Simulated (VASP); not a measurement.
# MoSe2 (P6_3/mmc) in VASP: single point with PBE+D3(BJ)

Aim: the single point of MoSe2 with PBE+D3(BJ).

All numbers are computed with VASP 6.6.1; they aren't measurements. Logs are shortened: lines on timing, memory, paths and dates and some standing lists are left out, and cuts for length are marked.

**1. The structure**

The structure is hexagonal, space group P6_3/mmc (No. 194). The conventional cell has a = 3.277 Å, b = 3.277 Å, c = 12.738 Å, α = 90.00°, β = 90.00°, γ = 120.00°. Mo (site symmetry -6m2) has 6 Se at 2.53 Å as nearest neighbours. Se (site symmetry 3m) has 3 Mo at 2.53 Å as nearest neighbours.

The cell is a database's computed one.

**2. Single point, PBE+D3(BJ)**

File INCAR:

```
SYSTEM = MoSe2
PREC = Accurate
ENCUT = 520
EDIFF = 1E-7
ISMEAR = 0
SIGMA = 0.02
LREAL = .FALSE.
LASPH = .TRUE.
NELM = 100
ALGO = Normal
ISIF = 2
LWAVE = .FALSE.
LCHARG = .TRUE.
GGA = PE
IVDW = 12
LELF = .TRUE.
LVHAR = .TRUE.
NBANDS = 35
```

File KPOINTS:

```
Automatic mesh
0
G
  9 9 2
  0 0 0
```

File POSCAR:

```
MoSe2
1.0
    3.2770793848      0.0000000000      0.0000000000
   -1.6385396924      2.8380339975      0.0000000000
    0.0000000000      0.0000000000     12.7378712769
Mo Se
2 4
Direct
    0.6666666667      0.3333333333      0.2500145988
    0.3333333333      0.6666666667      0.7499854012
    0.3333333333      0.6666666667      0.3814291676
    0.6666666667      0.3333333333      0.8813986554
    0.3333333333      0.6666666667      0.1186013446
    0.6666666667      0.3333333333      0.6185708324
```

Potentials or basis: VASP PAW PBE potentials, release 64 (Mo_sv, Se).

The run is started by

```console
$ cat potpaw_PBE.64/Mo_sv/POTCAR potpaw_PBE.64/Se/POTCAR > POTCAR
$ mpirun -np 1 vasp_std > vasp.out
```

OUTCAR:

```text
SYSTEM = MoSe2
   PREC = Accurate
   ENCUT = 520
   EDIFF = 1E-7
   ISMEAR = 0
   LREAL = .FALSE.
   LASPH = .TRUE.
   NELM = 100
   ISIF = 2
   GGA = PE
   IVDW = 12
 IVDW          = 12

 ion  position               nearest neighbor table
   1  0.667  0.333  0.250-   5 2.53   5 2.53   5 2.53   3 2.53   3 2.53   3 2.53
   2  0.333  0.667  0.750-   4 2.53   4 2.53   4 2.53   6 2.53   6 2.53   6 2.53
   3  0.333  0.667  0.381-   1 2.53   1 2.53   1 2.53
   4  0.667  0.333  0.881-   2 2.53   2 2.53   2 2.53
   5  0.333  0.667  0.119-   1 2.53   1 2.53   1 2.53
   6  0.667  0.333  0.619-   2 2.53   2 2.53   2 2.53

  LATTYP: Found a hexagonal cell.
 ALAT       =     3.2770793848
 C/A-ratio  =     3.8869584106

  Lattice vectors:

 A1 = (   3.2770793848,   0.0000000000,   0.0000000000)
 A2 = (  -1.6385396924,   2.8380339975,   0.0000000000)
 A3 = (   0.0000000000,   0.0000000000,  12.7378712769)

Analysis of symmetry for initial positions (statically):
=====================================================================
 Subroutine PRICEL returns:
 Original cell was already a primitive cell.

 Routine SETGRP: Setting up the symmetry group for a
 hexagonal supercell.

 Subroutine GETGRP returns: Found 12 space group operations
 (whereof 12 operations were pure point group operations)
 out of a pool of 24 trial point group operations.

The static configuration has the point symmetry D_3d.

Analysis of symmetry for dynamics (positions and initial velocities):
=====================================================================
 Subroutine PRICEL returns:
 Original cell was already a primitive cell.

 Routine SETGRP: Setting up the symmetry group for a
 hexagonal supercell.

 Subroutine GETGRP returns: Found 12 space group operations
 (whereof 12 operations were pure point group operations)
 out of a pool of 24 trial point group operations.

The dynamic configuration has the point symmetry D_3d.

 Subroutine INISYM returns: Found 12 space group operations
 (whereof 12 operations are pure point group operations),
 and found     1 'primitive' translations

----------------------------------------------------------------------------------------

                                     Primitive cell

  volume of cell :     118.4681

  direct lattice vectors                    reciprocal lattice vectors
     3.277079385  0.000000000  0.000000000     0.305149764  0.176178298  0.000000000
    -1.638539692  2.838033998  0.000000000     0.000000000  0.352356596  0.000000000
     0.000000000  0.000000000 12.737871277     0.000000000  0.000000000  0.078506053

  length of vectors
     3.277079385  3.277079385 12.737871277     0.352356596  0.352356596  0.078506053

  position of ions in fractional coordinates (direct lattice)
     0.666666667  0.333333333  0.250014599
     0.333333333  0.666666667  0.749985401
     0.333333333  0.666666667  0.381429168
     0.666666667  0.333333333  0.881398655
     0.333333333  0.666666667  0.118601345
     0.666666667  0.333333333  0.618570832

  ion indices of the primitive-cell ions
   primitive index   ion index
                 1           1
                 2           2
                 3           3
                 4           4
                 5           5
                 6           6

----------------------------------------------------------------------------------------

 KPOINTS: Automatic mesh

Automatic generation of k-mesh.
 Grid dimensions read from file:
 generate k-points for:    9    9    2

 Generating k-lattice:

  Cartesian coordinates                     Fractional coordinates (reciprocal lattice)
     0.033905529  0.019575366  0.000000000     0.111111111  0.000000000  0.000000000
     0.000000000  0.039150733  0.000000000     0.000000000  0.111111111  0.000000000
     0.000000000  0.000000000  0.039253027     0.000000000  0.000000000  0.500000000

  Length of vectors
     0.039150733  0.039150733  0.039253027

  Shift w.r.t. Gamma in fractional coordinates (k-lattice)
     0.000000000  0.000000000  0.000000000

 Subroutine IBZKPT returns following result:
 ===========================================

 Found     24 irreducible k-points:

 Following reciprocal coordinates:
            Coordinates               Weight
  0.000000  0.000000  0.000000      1.000000
  0.111111  0.000000  0.000000      6.000000
  0.222222 -0.000000  0.000000      6.000000
  0.333333  0.000000  0.000000      6.000000
  0.444444 -0.000000  0.000000      6.000000
  0.111111  0.111111  0.000000      6.000000
[... 16 lines left out ...]
  0.333333  0.222222  0.500000     12.000000
  0.333333  0.333333  0.500000      2.000000
   k-points           NKPTS =     24   k-points in BZ     NKDIM =     24   number of bands    NBANDS=     35
   number of dos      NEDOS =    301   number of ions     NIONS =      6
   total plane-waves  NPLWV =  55296
   dimension x,y,z NGX =    24 NGY =   24 NGZ =   96
   dimension x,y,z NGXF=    48 NGYF=   48 NGZF=  192
   ions per type =               2   4
   NGX,Y,Z   is equivalent  to a cutoff of  12.18, 12.18, 12.53 a.u.
   NGXF,Y,Z  is equivalent  to a cutoff of  24.35, 24.35, 25.06 a.u.
 SYSTEM =  MoSe2
   PREC   = accura    normal or accurate (medium, high low for compatibility)
   ISTART =      0    job   : 0-new  1-cont  2-samecut
   ICHARG =      2    charge: 1-file 2-atom 10-const
   ISPIN  =      1    spin polarized calculation?
   LNONCOLLINEAR =      F non collinear calculations
   LSORBIT =      F    spin-orbit coupling
   LASPH  =      T    aspherical Exc in radial PAW
   ENCUT  =  520.0 eV  38.22 Ry    6.18 a.u.   6.09  6.09 23.68*2*pi/ulx,y,z
   NELM   =    100;   NELMIN=  2; NELMDL= -5     # of ELM steps
   EDIFF  = 0.1E-06   stopping-criterion for ELM
   LREAL  =      F    real-space projection
   EDIFFG = 0.1E-05   stopping-criterion for IOM
   NSW    =      0    number of steps for IOM
   IBRION =     -1    ionic relax: 0-MD 1-quasi-New 2-CG
   NFREE  =      0    steps in history (QN), initial steepest desc. (CG)
   ISIF   =      2    stress and relaxation
   ISYM   =      2    0-nonsym 1-usesym 2-fastsym
   POTIM  = 0.5000    time-step for ionic-motion
   TEBEG  =    0.0;   TEEND  =   0.0 temperature during run
   PSTRESS=    0.0 pullay stress
   NELECT =      52.0000    total number of electrons
   NUPDOWN=      -1.0000    fix difference up-down
   EMIN   =  10.00;   EMAX   =-10.00  energy-range for DOS
   EFERMI =   0.00;   METHOD = LEGACY
   ISMEAR =     0;   SIGMA  =   0.02  broadening in eV -4-tet -1-fermi 0-gaus
   EFERMI_NEDOS =   21; number of points for ismear=-14 and -15
   IALGO  =     38    algorithm
   IMIX   =      4    mixing-type and parameters
     AMIX     =   0.40;   BMIX     =  1.00
     AMIX_MAG =   1.60;   BMIX_MAG =  1.00
  volume/ion in A,a.u.               =      19.74       133.24
  Fermi-wavevector in a.u.,A,eV,Ry     =   1.244158  2.351117 21.060848  1.547929
  Thomas-Fermi vector in A             =   2.378437
   LORBIT       =      0    0 simple, 1 ext, 2 COOP (PROOUT), +10 PAW based schemes
   GGA     = PE    functional components
   LHFCALC =     F    Hartree Fock is set to
   AEXX    =    0.0000 exact exchange contribution
   IVDW    =    12    specifies the selected vdW correction
   LEPSILON=     F    determine dielectric tensor
   LRPA    =     F    only Hartree local field effects (RPA)
 non-spin polarized calculation
 Gauss-broadening in eV      SIGMA  =   0.02
  energy-cutoff  :      520.00
  volume of cell :      118.47
 maximum number of plane-waves:      3228
   NGX = 13   NGY = 13   NGZ = 47

 number of electron      52.0000004 magnetization

 Free energy of the ion-electron system (eV)
  ---------------------------------------------------
  ext. energy  EPLUGINS =         0.00000000
  ---------------------------------------------------
  free energy    TOTEN  =       -39.81008560 eV

  energy without entropy =      -39.81008560  energy(sigma->0) =      -39.81008560

 E-fermi :   6.8741     XC(G=0): -10.8281

 val. band max:        6.7213808155   @ k =   0.0000   0.0000   0.0000
 cond. band min:       7.5714850159   @ k =   0.2222   0.1111   0.0000
 fundamental gap:      0.8501042004
 Fermi energy:         6.8740603985

 k-point     1 :       0.0000    0.0000    0.0000
  band No.  band energies     occupation
      1     -54.4799      2.00000
      2     -54.4798      2.00000
      3     -28.6513      2.00000
      4     -28.6513      2.00000
      5     -28.4525      2.00000
      6     -28.4525      2.00000
[... 27 lines left out ...]
     34       9.5846      0.00000
     35      12.0823      0.00000

 k-point     2 :       0.1111    0.0000    0.0000
  band No.  band energies     occupation
      1     -54.4769      2.00000
      2     -54.4769      2.00000
      3     -28.6445      2.00000
      4     -28.6444      2.00000
      5     -28.4853      2.00000
      6     -28.4853      2.00000
[... 27 lines left out ...]
     34       9.5620      0.00000
     35      12.9592      0.00000

 k-point     3 :       0.2222   -0.0000    0.0000
  band No.  band energies     occupation
      1     -54.4693      2.00000
      2     -54.4693      2.00000
      3     -28.6272      2.00000
      4     -28.6271      2.00000
      5     -28.5675      2.00000
      6     -28.5675      2.00000
[... 27 lines left out ...]
     34      10.0882      0.00000
     35      13.7249      0.00000

 k-point     4 :       0.3333    0.0000    0.0000
  band No.  band energies     occupation
      1     -54.4607      2.00000
      2     -54.4607      2.00000
      3     -28.6596      2.00000
      4     -28.6596      2.00000
      5     -28.6074      2.00000
      6     -28.6074      2.00000
[... 27 lines left out ...]
     34      10.4791      0.00000
     35      12.8751      0.00000

 k-point     5 :       0.4444   -0.0000    0.0000
  band No.  band energies     occupation
      1     -54.4550      2.00000
      2     -54.4550      2.00000
      3     -28.7189      2.00000
      4     -28.7189      2.00000
      5     -28.5945      2.00000
      6     -28.5945      2.00000
[... 638 lines left out ...]
 k-point    22 :       0.2222    0.2222    0.5000
  band No.  band energies     occupation
      1     -54.4569      2.00000
      2     -54.4569      2.00000
      3     -28.6649      2.00000
      4     -28.6649      2.00000
      5     -28.5987      2.00000
      6     -28.5987      2.00000
[... 27 lines left out ...]
     34      10.4959      0.00000
     35      13.6274      0.00000

 k-point    23 :       0.3333    0.2222    0.5000
  band No.  band energies     occupation
      1     -54.4526      2.00000
      2     -54.4526      2.00000
      3     -28.6863      2.00000
      4     -28.6863      2.00000
      5     -28.5888      2.00000
      6     -28.5888      2.00000
[... 27 lines left out ...]
     34      10.5451      0.00000
     35      12.9457      0.00000

 k-point    24 :       0.3333    0.3333    0.5000
  band No.  band energies     occupation
      1     -54.4511      2.00000
      2     -54.4511      2.00000
      3     -28.6596      2.00000
      4     -28.6596      2.00000
      5     -28.6273      2.00000
      6     -28.6273      2.00000
[... 27 lines left out ...]
     34      10.6427      0.00000
     35      13.0212      0.00000

------------------------ aborting loop because EDIFF is reached ----------------------------------------

 Edisp (eV)   -2.87360

 E8    (eV) :    -1.2397

  FORCE on cell =-STRESS in cart. coord.  units (eV):
  Direction    XX          YY          ZZ          XY          YZ          ZX
  --------------------------------------------------------------------------------------
  -------------------------------------------------------------------------------------
  Total       0.17442     0.17442     0.24305     0.00000     0.00000    -0.00000
  in kB       2.35887     2.35887     3.28710     0.00000     0.00000    -0.00000
  external pressure =        2.67 kB  Pullay stress =        0.00 kB

 VOLUME and BASIS-vectors are now :
 -----------------------------------------------------------------------------
  energy-cutoff  :      520.00
  volume of cell :      118.47
      direct lattice vectors                 reciprocal lattice vectors
     3.277079385  0.000000000  0.000000000     0.305149764  0.176178298  0.000000000
    -1.638539692  2.838033998  0.000000000     0.000000000  0.352356596  0.000000000
     0.000000000  0.000000000 12.737871277     0.000000000  0.000000000  0.078506053

 POSITION                                       TOTAL-FORCE (eV/Angst)
 -----------------------------------------------------------------------------------
      1.63854      0.94601      3.18465         0.000000      0.000000      0.000116
     -0.00000      1.89202      9.55322         0.000000      0.000000     -0.000116
     -0.00000      1.89202      4.85860        -0.000000     -0.000000      0.039671
      1.63854      0.94601     11.22714        -0.000000     -0.000000      0.040267
     -0.00000      1.89202      1.51073        -0.000000      0.000000     -0.040267
      1.63854      0.94601      7.87928        -0.000000      0.000000     -0.039671
 -----------------------------------------------------------------------------------
    total drift:                               -0.000000      0.000000      0.000000

  FREE ENERGIE OF THE ION-ELECTRON SYSTEM (eV)
  ---------------------------------------------------
  free  energy   TOTEN  =       -42.6836889178 eV

  energy  without entropy=      -42.6836889178  energy(sigma->0) =      -42.68368892
```

Run time: 74 s. Hardware: 1 thread of Intel Xeon Platinum 8259CL at 2.50GHz (Skylake/Cascade Lake), shared host; peak memory 0.27 GiB.

What came out:

| Property | Result |
| --- | --- |
| Free energy | -42.6837 eV |
| Pressure | 0.3 GPa |
| Largest force | 0.040 eV/Å |
| Band gap on the k mesh | 0.85 eV, indirect (least direct gap 1.46 eV) |
| Dispersion energy per atom | -0.479 eV |

Forces on the atoms (eV/Å):
```
Mo   0.000  0.000  0.000
Mo   0.000  0.000  0.000
Se   0.000  0.000  0.040
Se   0.000  0.000  0.040
Se   0.000  0.000 -0.040
Se   0.000  0.000 -0.040
```

Caveat: an odd mesh through Γ misses points on the zone boundary, where band edges often lie.
